GPAW 26.7.0, plane-wave DFT with revPBE+D3 for eight crystals, without spin polarization or spin-orbit coupling and with Fermi-Dirac smearing of 0.05 eV. Each computed bulk modulus is taken at the energy minimum of an equation of state fitted to energies at seven volumes, from 0.94 to 1.06 times that of the given cell.

```csv
formula,space group,volume of the given cell (Å³/atom),potentials or basis,wave cutoff (eV),k-mesh,computed bulk modulus (GPa),measured bulk modulus (GPa),range of the values found (GPa),"what was measured, and how",source,"computed over measured, less one (%)"
CdTe,F-43m,32.92,GPAW PAW data sets (gpaw data 1.2.1),600,6x6x6,39.1,42,one value,B0 of zincblende phase; high-pressure XRD; powder,arXiv:2306.14539 (2023),-6.9
PbS,Fm-3m,26.09,GPAW PAW data sets (gpaw data 1.2.1),600,6x6x6,46.6,51,one value,b0 from Birch-Murnaghan EOS fit; angle-dispersive powder XRD in DAC; powder,arXiv:cond-mat/0210013 (2002),-8.6
Al,Fm-3m,16.60,GPAW PAW data sets (gpaw data 1.2.1),600,11x11x11,86.9,76.9,one value,bulk modulus; literature experiment; bulk crystal,pmc:3831299 (2013),13.0
GaP,F-43m,20.24,GPAW PAW data sets (gpaw data 1.2.1),600,8x8x8,83.5,87.5,one value,"zero-pressure bulk modulus, 3rd-order Birch-Murnaghan fit with K' fixed at 4.5; single-crystal XRD in diamond anvil cell; bulk crystal",arXiv:1709.06667 (2017),-4.6
BAs,F-43m,13.63,GPAW PAW data sets (gpaw data 1.2.1),800,8x8x8,131.8,148,one value,literature experimental value; not stated; bulk crystal,arXiv:1911.11281 (2019),-10.9
BP,F-43m,11.68,GPAW PAW data sets (gpaw data 1.2.1),800,10x10x10,163.7,174,173 to 179,"B0, Murnaghan EOS fit with V0 fixed at 93.45 A^3; XRD in diamond anvil cell; powder",arXiv:1505.05714 (2015),-5.9
Ta,Im-3m,18.01,GPAW PAW data sets (gpaw data 1.2.1),600,11x11x11,219.9,194,one value,isothermal K0 from ultrasonic data; ultrasonic measurement; bulk crystal,arXiv:cond-mat/0403080 (2004),13.4
W,Im-3m,15.85,GPAW PAW data sets (gpaw data 1.2.1),600,12x12x12,328,307,one value,"isotropic polycrystalline bulk modulus K, bounded above by the literature value in the fit; surface Brillouin spectroscopy; bulk crystal",arXiv:1710.07581 (2017),6.8
```

**Q:** Before we discuss errors, what makes one of these solids so much harder to compress than another?

**A:** The bulk modulus is the pressure needed per fractional loss of volume, so it measures how strongly the electrons between the atoms resist being squeezed. In GaP and BP each atom has four bonds, but boron has a much smaller core than gallium, and its bonds are short. An atom in GaP occupies 1.7 times the volume of one in BP, so BP packs its bonding electrons far more densely. Its computed bulk modulus is twice as large. Replacing the phosphorus in BP by the larger arsenic lengthens the bonds again, and BAs is softer.

Tantalum and tungsten share a crystal structure, and tungsten has one more valence electron. That electron goes mainly into d states that bind neighbouring atoms, which shortens the bonds and makes the metal about one and a half times as stiff. The measured ratio is slightly larger. Chemical differences of this size come through the calculation well.

**Q:** Then I could use the computed values to rank candidate materials?

**A:** Yes for BP against GaP, but not for GaP against aluminium. The measured bulk modulus of GaP is 10.6 GPa above that of aluminium, while the computed one is 3.4 GPa below it. GaP is computed too soft and aluminium too stiff, so the two errors add up in the comparison instead of cancelling. A close ranking is safest between solids whose errors are alike in both sign and size.

**Q:** But the errors average to almost zero. Doesn't that mean the method has no bias?

**A:** It means that two opposite biases are hidden in one average. All five semiconductors come out too soft, by 7% of the measured value on average, and all three metals too stiff, by 11%. Eight solids are too few to make this a law of bonding types. They are enough to rule out one common correction factor, which would improve one group and spoil the other.

**Q:** Why are the metals too stiff?

**A:** Their computed cells are too small. Each bulk modulus belongs to the volume at which the calculation finds its lowest energy, and for aluminium and tantalum this lies more than 3% below the volume of the given cell, for tungsten almost 2%. A compressed solid resists further compression more strongly because its electron clouds overlap more. In these solids, a volume too small by 1% raises the bulk modulus by roughly 4 to 5%, so a modest error in size becomes a large error in stiffness.

This can be tested by going back to the given cell, which for the metals is close to the real one at room temperature. The computed pressures at volumes 2% smaller and 2% larger give the stiffness there: their difference is divided by 0.04, the fractional change in volume. All three metals then lie between 0 and 4% below measurement. In the full calculation, their excess stiffness therefore comes from the smaller volume.

**Q:** What shrinks them? Would it help to switch off the dispersion correction?

**A:** Two tendencies compete in every row. The functional revPBE favours stretched bonds and pushes the cell outward, while D3 adds an attraction between pairs of atoms and pulls it inward. At the given cell of tantalum the push is 5.6 GPa and the pull 12.4 GPa, so the crystal contracts. D3 wins in aluminium and tungsten too, and without it all three metals would expand beyond their given cells.

Theory offers a reason for the strong pull. D3 builds the attraction from pairs of atoms, whereas in a real metal the mobile electrons screen it. The pressures show that D3 causes the contraction, but they don't test this explanation.

Switching D3 off changes the stiffness in two ways. A spring pulls harder when stretched, but a dispersion attraction pulls more weakly as the atoms separate. At a fixed volume D3 therefore softens the crystal, and removing it stiffens the crystal. The cell then expands, which softens it again. For tantalum the estimate runs as follows:

- stiffness at the given cell, with D3: 188 GPa
- softening by D3 removed: 188 + 22 = 210 GPa
- expansion until the outward push of 5.6 GPa is gone, at 4.5 GPa of stiffness lost per GPa of pressure: 210 − 25 = 185 GPa

The full calculation with D3 gives 219.9 GPa and the measurement 194 GPa, so an overshoot of 13% becomes a shortfall of 5%. The same steps leave aluminium 1% above measurement and tungsten 4% below. No measured bulk modulus enters the estimate. It does assume that stiffness changes with pressure as it does in the run with D3, which is reasonable for these short steps. BP would expand a little less than tantalum, but the other semiconductors would have to expand further, CdTe, GaP and PbS much further, so I wouldn't use it for them.

**Q:** So the semiconductors are soft for the opposite reason, because their cells are too large?

**A:** That holds for GaP and PbS, where the outward push wins and the volume grows by 3 to 4%. But going back to the given cell doesn't cure them: GaP becomes 11% too stiff and PbS 6%. In these two solids the energy curve bends too sharply at the given volume, and the expansion more than hides it. A better cell alone would exchange one error for another.

BP shows that expansion isn't the whole story. Push and pull nearly balance there, and its volume is right to within 0.3%. Yet the computed 163.7 GPa lies below all the measured values found, which run from 173 to 179 GPa. BAs expands by only 1%, and most of its deficit remains at the given cell.

A right volume means only that the forces cancel at the right place. Stiffness depends on how quickly that balance is upset when the volume changes. In BP, D3 helps to set the right volume and at the same time takes about 9 GPa off the stiffness, once its energy is shared between the two atoms of the cell. Without D3 the stiffness at the given cell would be 162 + 9 = 171 GPa, just under the measured range, so D3's softening accounts for about three quarters of the 12 GPa deficit there, and the functional alone for the rest. D3 takes off more than twice as much in tantalum and tungsten, 22 and 24 GPa, but there the functional alone is too stiff by 16 and 23 GPa, and the two errors largely cancel. Dropping D3 wouldn't be expected to cure BP, because its cell would then expand and soften.

CdTe is harder to place. Its given cell may be smaller than the real one at room temperature, in which case the computed expansion is not simply an error of size. I would compare it with a measured cell before blaming the volume.

**Q:** What should I do with a new material, and how many digits should I believe?

**A:** Compare the computed volume with a measured one first. A cell that is too small raises the stiffness by several times the percentage error in volume, though other errors can offset this. A matching volume is no guarantee, as BP shows. With a neighbouring method, the same functional without D3, the first thing to expect is a larger cell: in all eight solids the remaining pressure at the given cell points outward.

I would believe two figures at most. The curves through the computed energies are smooth, but it isn't shown how far the values would move with a finer mesh or a higher cutoff. Spin-orbit coupling is left out everywhere, which could matter for the heavy elements in PbS, CdTe, tantalum and tungsten. For seven of the eight solids only one measured value was found. The method behind the one for BAs isn't stated, and the one for tungsten was not allowed to exceed a literature value in its fit, so tungsten's excess is less certain. I wouldn't explain why one semiconductor misses by 6% and another by 9%.

The measurements also contain thermal and zero-point motion, which usually soften a crystal, while the calculation holds the atoms still. Part of the metals' excess may come from this difference. For aluminium it could be a large part, since even a perfect functional would be expected to give a still lattice smaller than the room-temperature crystal. For the semiconductors it works the other way: allowing for the motion would make the computed values softer still, and their deficit would grow.
